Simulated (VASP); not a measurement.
# Te (R-3m) in VASP: further runs

The runs below take Te through relaxation of cell and atoms, with optB86b-vdW, vdW-DF2, optPBE-vdW, rev-vdW-DF2, LDA.

Everything below comes from runs of VASP 6.6.1. Logs are shortened: lines on timing, memory, paths and dates and some standing lists are left out, and cuts for length are marked.

**1. Starting point**

The structure is trigonal, space group R-3m (No. 166). The conventional cell has a = 4.612 Å, b = 4.612 Å, c = 5.073 Å, α = 90.00°, β = 90.00°, γ = 120.00°. Around Te (site symmetry -3m) lie 6 Te at 3.15 Å.

This isn't the form of Te at room conditions, which is trigonal, of chains.

**2. Relaxation of cell and atoms, optB86b-vdW**

The input, INCAR:

```
PREC     = Accurate       # precision mode
ENCUT    = 600            # plane-wave cutoff, eV
EDIFF    = 1E-6           # SCF threshold, eV
ISMEAR   = -1             # smearing method
SIGMA    = 0.05           # smearing width, eV
LREAL    = False          # projectors in reciprocal space
LASPH    = True           # aspherical terms in the spheres
NELM     = 80             # most SCF steps
ALGO     = Fast           # electronic algorithm
ISIF     = 3              # what is computed and relaxed
LWAVE    = False          # write WAVECAR
LCHARG   = False          # write CHGCAR
GGA      = MK             # functional
LUSE_VDW = True         
AGGAC    = 0.0          
PARAM1   = 0.1234       
PARAM2   = 1.0          
IBRION   = 2              # ionic algorithm
NSW      = 60             # ionic steps
EDIFFG   = -0.01          # ionic threshold
```

The input, KPOINTS:

```
Automatic mesh
0
Gamma
  9 9 9
```

The input, POSCAR:

```
Te
1.0
    2.3059043427      1.3313144930      1.6909537039
   -2.3059043427      1.3313144930      1.6909537039
    0.0000000000     -2.6626289860      1.6909537039
Te
1
Direct
    0.5000000000      0.5000000000      0.5000000000
```

Potentials or basis: VASP PAW PBE potentials, release 64 (Te).

Launch:

```sh
cat potpaw_PBE.64/Te/POTCAR > POTCAR
mpirun -np 1 vasp_std > vasp.out
```

OUTCAR:

```text
PREC = Accurate
   ENCUT = 600
   EDIFF = 1E-6
   ISMEAR = -1
   LREAL = False
   LASPH = True
   NELM = 80
   ISIF = 3
   GGA = MK
   IBRION = 2
   NSW = 60
   EDIFFG = -0.01

 ion  position               nearest neighbor table
   1  0.500  0.500  0.500-

  LATTYP: Found a trigonal (rhomboedric) cell.
 ALAT       =     3.1541904739
 COS(alpha) =    -0.0688991668

  Lattice vectors:

 A1 = (   2.3059043427,   1.3313144930,   1.6909537039)
 A2 = (  -2.3059043427,   1.3313144930,   1.6909537039)
 A3 = (   0.0000000000,  -2.6626289860,   1.6909537039)

Analysis of symmetry for initial positions (statically):
=====================================================================
 Subroutine PRICEL returns:
 Original cell was already a primitive cell.

 Routine SETGRP: Setting up the symmetry group for a
 trigonal (rhombohedral) supercell.

 Subroutine GETGRP returns: Found 12 space group operations
 (whereof 12 operations were pure point group operations)
 out of a pool of 12 trial point group operations.

The static configuration has the point symmetry D_3d.

Analysis of symmetry for dynamics (positions and initial velocities):
=====================================================================
 Subroutine PRICEL returns:
 Original cell was already a primitive cell.

 Routine SETGRP: Setting up the symmetry group for a
 trigonal (rhombohedral) supercell.

 Subroutine GETGRP returns: Found 12 space group operations
 (whereof 12 operations were pure point group operations)
 out of a pool of 12 trial point group operations.

The dynamic configuration has the point symmetry D_3d.

 Subroutine INISYM returns: Found 12 space group operations
 (whereof 12 operations are pure point group operations),
 and found     1 'primitive' translations

----------------------------------------------------------------------------------------

                                     Primitive cell

  volume of cell :      31.1462

  direct lattice vectors                    reciprocal lattice vectors
     2.305904343  1.331314493  1.690953704     0.216834667  0.125189553  0.197127415
    -2.305904343  1.331314493  1.690953704    -0.216834667  0.125189553  0.197127415
     0.000000000 -2.662628986  1.690953704     0.000000000 -0.250379107  0.197127415

  length of vectors
     3.154190474  3.154190474  3.154190474     0.318667405  0.318667405  0.318667405

  position of ions in fractional coordinates (direct lattice)
     0.500000000  0.500000000  0.500000000

  ion indices of the primitive-cell ions
   primitive index   ion index
[... 99 lines left out ...]
   LHFCALC =     F    Hartree Fock is set to
   AEXX    =    0.0000 exact exchange contribution
   IVDW_NL    =     1    kernel type
   BPARAM     = 6.3000
   IVDW    =     0    specifies the selected vdW correction
   LEPSILON=     F    determine dielectric tensor
   LRPA    =     F    only Hartree local field effects (RPA)
 conjugate gradient relaxation of ions
 non-spin polarized calculation
 RMM-DIIS sequential band-by-band and
  energy-cutoff  :      600.00
  volume of cell :       31.15
 maximum number of plane-waves:      1069
 NGX is ok and might be reduce to    28
   NGX = 13   NGY = 13   NGZ = 13

--------------------------------------- Ionic step        1  -------------------------------------------

 number of electron       5.9999999 magnetization

 Free energy of the ion-electron system (eV)
  ---------------------------------------------------
  ext. energy  EPLUGINS =         0.00000000
  ---------------------------------------------------
  free energy    TOTEN  =        -1.29678141 eV

  energy without entropy =       -1.29140772  energy(sigma->0) =       -1.29409456

------------------------ aborting loop because EDIFF is reached ----------------------------------------

  FORCE on cell =-STRESS in cart. coord.  units (eV):
  Direction    XX          YY          ZZ          XY          YZ          ZX
  --------------------------------------------------------------------------------------
  -------------------------------------------------------------------------------------
  Total        0.3616088      0.3616088      0.3248978      0.0000000      0.0000000     -0.0000000
  in kB       18.6013561     18.6013561     16.7129238      0.0000000      0.0000000     -0.0000000
  external PRESSURE =      17.9718787 kB  Pullay stress =       0.0000000 kB
[... 94 lines left out ...]
  energy  without entropy=       -1.2967802037  energy(sigma->0) =       -1.29945460

Total vdW correction in eV:      1.1463272

[... ionic steps 4 to 7 ...]

--------------------------------------- Ionic step        8  -------------------------------------------

 number of electron       6.0000000 magnetization

------------------------ aborting loop because EDIFF is reached ----------------------------------------
[... 69 lines left out ...]
--------------------------------------- Ionic step       10  -------------------------------------------

 number of electron       6.0000000 magnetization

 Free energy of the ion-electron system (eV)
  ---------------------------------------------------
  ext. energy  EPLUGINS =         0.00000000
  ---------------------------------------------------
  free energy    TOTEN  =        -1.30335437 eV

  energy without entropy =       -1.29833266  energy(sigma->0) =       -1.30084351

 E-fermi :   6.5316     XC(G=0):  -9.3562

 val. band max:        6.5125103890   @ k =  -0.3333   0.4444   0.2222
 cond. band min:       6.5416760760   @ k =  -0.1111   0.1111   0.1111
 fundamental gap:      0.0291656870
 Fermi energy:         6.5315663866

 k-point     1 :       0.0000    0.0000    0.0000
  band No.  band energies     occupation
      1      -7.1779      2.00000
      2       7.5438      0.00000
      3       7.7854      0.00000
      4       7.7854      0.00000
      5      12.6304      0.00000
      6      12.6304      0.00000
      7      13.0716      0.00000
[... 221 lines left out ...]
 k-point    24 :       0.4444    0.4444    0.0000
  band No.  band energies     occupation
      1      -3.8222      2.00000
      2       2.0082      2.00000
      3       2.3409      2.00000
      4       9.0186      0.00000
      5      10.2574      0.00000
      6      16.9360      0.00000
      7      18.8033      0.00000

 [... further k-points ...]

------------------------ aborting loop because EDIFF is reached ----------------------------------------

  FORCE on cell =-STRESS in cart. coord.  units (eV):
  Direction    XX          YY          ZZ          XY          YZ          ZX
  --------------------------------------------------------------------------------------
  -------------------------------------------------------------------------------------
  Total       -0.0004881     -0.0004881     -0.0052907      0.0000000     -0.0000000      0.0000000
  in kB       -0.0241904     -0.0241904     -0.2622102      0.0000000     -0.0000000      0.0000000
  external PRESSURE =      -0.1035304 kB  Pullay stress =       0.0000000 kB
[... 20 lines left out ...]
  energy  without entropy=       -1.2983326576  energy(sigma->0) =       -1.30084351

Total vdW correction in eV:      1.1529418

 reached required accuracy - stopping structural energy minimisation
```

OSZICAR:

```text
N       E                     dE             d eps       ncg     rms          rms(c)
DAV:   1     0.223432500284E+02    0.22343E+02   -0.27578E+03  1190   0.762E+02
DAV:   2    -0.696583543856E+00   -0.23040E+02   -0.22235E+02  1596   0.848E+01
DAV:   3    -0.128719575050E+01   -0.59061E+00   -0.58240E+00  1421   0.188E+01
[... 72 lines left out ...]
       N       E                     dE             d eps       ncg     rms          rms(c)
DAV:   1    -0.130339584931E+01   -0.58642E-04   -0.18837E-03  1428   0.229E-01    0.436E-02
RMM:   2    -0.130336796132E+01    0.27888E-04   -0.33052E-05  1190   0.486E-02    0.259E-02
RMM:   3    -0.130335416788E+01    0.13793E-04   -0.28544E-05  1190   0.350E-02    0.145E-02
RMM:   4    -0.130335436570E+01   -0.19782E-06   -0.21384E-06   943   0.136E-02
  10 F= -.13033544E+01 E0= -.13008435E+01  d E =-.634668E-04
```

Run time: 2.3 min. Hardware: 1 thread of Intel Xeon 6975P-C (Granite Rapids), shared host; peak memory 0.34 GiB.

What came out:

```
Free energy                            : -1.3034 eV
Relaxed volume                         : 32.33 Å³/atom
Relaxed cell                           : a = 3.188 Å, b = 3.188 Å, c = 3.188 Å, α = 92.06°, β = 92.06°, γ = 92.06°
Space group after relaxing (to 0.05 Å) : R-3m (No. 166)
Energy gained by relaxing              : 6.6 meV/atom
Ionic steps                            : 10
Pressure after relaxing                : 0.0 GPa
Band gap on the k mesh                 : none (metal or under the smearing width)
```

The path:
| step | energy change (eV) | largest force (eV/Å) | pressure (GPa) | volume (Å³) |
| --- | --- | --- | --- | --- |
| 1 | 0.0000 | 0.0000 | 1.80 | 31.15 |
| 2 | -0.0034 | 0.0000 | -1.12 | 32.75 |
| 3 | -0.0053 | 0.0000 | 0.05 | 32.13 |
| 4 | -0.0053 | 0.0000 | -0.03 | 32.16 |
| 5 | -0.0054 | 0.0000 | -0.05 | 32.17 |
| 6 | -0.0056 | 0.0000 | -0.06 | 32.21 |
| 7 | -0.0061 | 0.0000 | -0.09 | 32.29 |
| 8 | -0.0065 | 0.0000 | -0.19 | 32.43 |
| 9 | -0.0066 | 0.0000 | 0.09 | 32.28 |
| 10 | -0.0066 | 0.0000 | -0.01 | 32.33 |

Final structure:
```yaml
crystal:
  lattice:
    - [2.29423, 1.32457, 1.77300]
    - [-2.29423, 1.32457, 1.77300]
    - [0.00000, -2.64914, 1.77300]
  atoms:
    - { symbol: Te, position: [0.50000, 0.50000, 0.50000] }
```

Caveat: the PAW data sets were made with another functional, which shifts forces and pressure a little.

**3. Relaxation of cell and atoms, vdW-DF2**

The input, INCAR:

```
SYSTEM = Te
PREC     = Accurate       ! precision mode
ENCUT    = 600            ! plane-wave cutoff, eV
EDIFF    = 1E-7           ! SCF threshold, eV
ISMEAR   = -1             ! smearing method
SIGMA    = 0.05           ! smearing width, eV
LREAL    = .False.        ! projectors in reciprocal space
LASPH    = .True.         ! aspherical terms in the spheres
NELM     = 80             ! most SCF steps
ALGO     = Fast           ! electronic algorithm
ISIF     = 3              ! what is computed and relaxed
LWAVE    = .False.        ! write WAVECAR
LCHARG   = .False.        ! write CHGCAR
GGA      = ML             ! functional
LUSE_VDW = .True.       
AGGAC    = 0.0          
ZAB_VDW  = -1.8867      
IBRION   = 2              ! ionic algorithm
NSW      = 40             ! ionic steps
EDIFFG   = -0.01          ! ionic threshold
```

The input, KPOINTS:

```
Automatic mesh
0
Gamma
  9 9 9
  0 0 0
```

POSCAR is that of step 2.

Potentials or basis: VASP PAW PBE potentials, release 64 (Te).

Launch:

```sh
cat potpaw_PBE.64/Te/POTCAR > POTCAR
mpirun -np 1 vasp_std > vasp.out
```

OUTCAR:

```text
SYSTEM = Te
   PREC = Accurate
   ENCUT = 600
   EDIFF = 1E-7
   ISMEAR = -1
   LREAL = .False.
   LASPH = .True.
   NELM = 80
   ISIF = 3
   GGA = ML
   IBRION = 2
   NSW = 40
   EDIFFG = -0.01

 ion  position               nearest neighbor table
   1  0.500  0.500  0.500-

  LATTYP: Found a trigonal (rhomboedric) cell.
 ALAT       =     3.1541904739
 COS(alpha) =    -0.0688991668

  Lattice vectors:

 A1 = (   2.3059043427,   1.3313144930,   1.6909537039)
 A2 = (  -2.3059043427,   1.3313144930,   1.6909537039)
 A3 = (   0.0000000000,  -2.6626289860,   1.6909537039)

Analysis of symmetry for initial positions (statically):
=====================================================================
 Subroutine PRICEL returns:
 Original cell was already a primitive cell.

 Routine SETGRP: Setting up the symmetry group for a
 trigonal (rhombohedral) supercell.

 Subroutine GETGRP returns: Found 12 space group operations
 (whereof 12 operations were pure point group operations)
 out of a pool of 12 trial point group operations.

The static configuration has the point symmetry D_3d.

Analysis of symmetry for dynamics (positions and initial velocities):
=====================================================================
 Subroutine PRICEL returns:
[... 152 lines left out ...]

 Free energy of the ion-electron system (eV)
  ---------------------------------------------------
  ext. energy  EPLUGINS =         0.00000000
  ---------------------------------------------------
  free energy    TOTEN  =        -0.76936771 eV

  energy without entropy =       -0.76407035  energy(sigma->0) =       -0.76671903

 E-fermi :   7.2449     XC(G=0):  -9.1553

 val. band max:        7.2448610520   @ k =  -0.3333  -0.3333   0.2222
 cond. band min:       7.2467448934   @ k =   0.2222   0.1111   0.1111
 fundamental gap:      0.0018838414
 Fermi energy:         7.2449395697

 k-point     1 :       0.0000    0.0000    0.0000
  band No.  band energies     occupation
      1      -6.7373      2.00000
      2       8.1372      0.00000
      3       8.6379      0.00000
      4       8.6379      0.00000
      5      13.5599      0.00000
      6      13.5599      0.00000
      7      14.2838      0.00000
[... 336 lines left out ...]
  energy  without entropy=       -0.9111089538  energy(sigma->0) =       -0.91429063

Total vdW correction in eV:      1.2014694

[... ionic steps 4 to 7 ...]

--------------------------------------- Ionic step        8  -------------------------------------------

 number of electron       6.0000000 magnetization

------------------------ aborting loop because EDIFF is reached ----------------------------------------
[... 69 lines left out ...]
--------------------------------------- Ionic step       10  -------------------------------------------

 number of electron       6.0000000 magnetization

 Free energy of the ion-electron system (eV)
  ---------------------------------------------------
  ext. energy  EPLUGINS =         0.00000000
  ---------------------------------------------------
  free energy    TOTEN  =        -0.92603982 eV

  energy without entropy =       -0.91946165  energy(sigma->0) =       -0.92275074

 E-fermi :   4.9383     XC(G=0):  -8.4815

 val. band max:        4.9042306829   @ k =   0.1111   0.1111   0.0000
 cond. band min:       4.9721729448   @ k =   0.1111   0.1111   0.1111
 fundamental gap:      0.0679422620
 Fermi energy:         4.9382717822

 k-point     1 :       0.0000    0.0000    0.0000
  band No.  band energies     occupation
      1      -7.7769      2.00000
      2       5.9179      0.00000
      3       5.9276      0.00000
      4       5.9276      0.00000
      5      11.1303      0.00000
      6      11.3900      0.00000
      7      11.3900      0.00000
[... 262 lines left out ...]
  energy  without entropy=       -0.9194616505  energy(sigma->0) =       -0.92275074

Total vdW correction in eV:      1.2081834

 reached required accuracy - stopping structural energy minimisation
```

OSZICAR:

```text
N       E                     dE             d eps       ncg     rms          rms(c)
DAV:   1     0.236060594306E+02    0.23606E+02   -0.27814E+03  1190   0.763E+02
DAV:   2    -0.173265794269E+00   -0.23779E+02   -0.23006E+02  1610   0.862E+01
DAV:   3    -0.764934231698E+00   -0.59167E+00   -0.58237E+00  1400   0.191E+01
[... 145 lines left out ...]
RMM:  15    -0.926041484738E+00    0.15904E-05   -0.75643E-07  1190   0.549E-03    0.349E-02
RMM:  16    -0.926040637170E+00    0.84757E-06   -0.51508E-07  1190   0.436E-03    0.255E-02
RMM:  17    -0.926039967626E+00    0.66954E-06   -0.77462E-07  1190   0.519E-03    0.134E-02
RMM:  18    -0.926039820464E+00    0.14716E-06   -0.38507E-07  1188   0.380E-03    0.549E-03
RMM:  19    -0.926039821796E+00   -0.13322E-08   -0.79752E-08   667   0.202E-03
  10 F= -.92603982E+00 E0= -.92275074E+00  d E =-.876072E-04
```

Wall time 4.3 min (1 thread of Intel Xeon 6975P-C (Granite Rapids), shared host); peak memory 0.35 GiB.

What came out:

| Property | Result |
| --- | --- |
| Free energy | -0.9260 eV |
| Relaxed volume | 37.23 Å³/atom |
| Relaxed cell | a = 3.339 Å, b = 3.339 Å, c = 3.339 Å, α = 90.09°, β = 90.09°, γ = 90.09° |
| Space group after relaxing (to 0.05 Å) | Pm-3m (No. 221) |
| Energy gained by relaxing | 156.7 meV/atom |
| Ionic steps | 10 |
| Pressure after relaxing | 0.0 GPa |
| Band gap on the k mesh | none (metal or under the smearing width) |

Step by step:
| step | energy change (eV) | largest force (eV/Å) | pressure (GPa) | volume (Å³) |
| --- | --- | --- | --- | --- |
| 1 | 0.0000 | 0.0000 | 9.55 | 31.15 |
| 2 | -0.1191 | 0.0000 | -2.59 | 40.28 |
| 3 | -0.1481 | 0.0000 | 0.07 | 36.94 |
| 4 | -0.1481 | 0.0000 | -0.07 | 37.07 |
| 5 | -0.1499 | 0.0000 | -0.08 | 37.12 |
| 6 | -0.1539 | 0.0000 | -0.10 | 37.24 |
| 7 | -0.1566 | 0.0000 | -0.17 | 37.41 |
| 8 | -0.1566 | 0.0000 | -0.16 | 37.40 |
| 9 | -0.1563 | 0.0000 | 0.36 | 36.89 |
| 10 | -0.1567 | 0.0000 | 0.00 | 37.23 |

Final structure:
```
Te
1.0
     2.36307    1.36432    1.92474
    -2.36307    1.36432    1.92474
     0.00000   -2.72864    1.92474
Te
1
Direct
  0.50000 0.50000 0.50000
```

Levels at points of the mesh, in eV from the Fermi level:
```csv
k point,band 1,band 2,band 3,band 4,band 5,band 6
"(0.00, 0.00, 0.00)",-12.72,0.98,0.99,0.99,6.19,6.45
```

Caveat: the volume moved by over 15 % at a fixed basis, so the end points are rough; the PAW data sets were made with another functional, which shifts forces and pressure a little. The run has no spin-orbit coupling, so splittings on Te are missing.

**4. Relaxation of cell and atoms, optPBE-vdW**

The input, INCAR:

```
SYSTEM = Te
  PREC = Accurate
  ENCUT = 600
  EDIFF = 1E-6
  ISMEAR = -1
  SIGMA = 0.05
  LREAL = .False.
  LASPH = .True.
  NELM = 100
  ALGO = Fast
  ISIF = 3
  LWAVE = .False.
  LCHARG = .False.
  GGA = OR
  LUSE_VDW = .True.
  AGGAC = 0.0
  IBRION = 2
  NSW = 60
  EDIFFG = -0.02
```

The input, KPOINTS:

```
regular mesh
0
Gamma
  9 9 9
  0 0 0
```

POSCAR is that of step 3.

Launch:

```sh
cat potpaw_PBE.64/Te/POTCAR > POTCAR
mpirun -np 1 vasp_std > vasp.out
```

It took 2.7 min on 1 thread of Intel Xeon 6975P-C (Granite Rapids), shared host; peak memory 0.34 GiB.

The run converged. Its results:

```
Free energy                            : -1.0641 eV
Relaxed volume                         : 33.66 Å³/atom
Relaxed cell                           : a = 3.230 Å, b = 3.230 Å, c = 3.230 Å, α = 91.45°, β = 91.45°, γ = 91.45°
Space group after relaxing (to 0.05 Å) : R-3m (No. 166)
Energy gained by relaxing              : 30.2 meV/atom
Ionic steps                            : 10
Pressure after relaxing                : 0.0 GPa
Band gap on the k mesh                 : none (metal or under the smearing width)
```

Step by step:
```tsv
step	energy change (eV)	largest force (eV/Å)	pressure (GPa)	volume (Å³)
1	0.0000	0.0000	3.99	31.15
2	-0.0192	0.0000	-1.71	34.78
3	-0.0267	0.0000	0.01	33.44
4	-0.0272	0.0000	0.00	33.47
5	-0.0287	0.0000	-0.02	33.55
6	-0.0301	0.0000	-0.09	33.71
7	-0.0301	0.0000	-0.10	33.73
8	-0.0301	0.0000	-0.10	33.74
9	-0.0299	0.0000	0.35	33.45
10	-0.0302	0.0000	-0.01	33.66
```

Final structure:
```
CELL_PARAMETERS angstrom
2.31257 1.33516 1.81676
-2.31257 1.33516 1.81676
0.00000 -2.67032 1.81676
ATOMIC_POSITIONS crystal
Te 0.50000 0.50000 0.50000
```

Levels at points of the mesh, in eV from the Fermi level:
| k point | band 1 | band 2 | band 3 | band 4 | band 5 | band 6 |
| --- | --- | --- | --- | --- | --- | --- |
| (0.00, 0.00, 0.00) | -13.39 | 1.01 | 1.18 | 1.18 | 6.18 | 6.18 |

Caveat: the PAW data sets were made with another functional, which shifts forces and pressure a little.

[end of part 1 of 2]
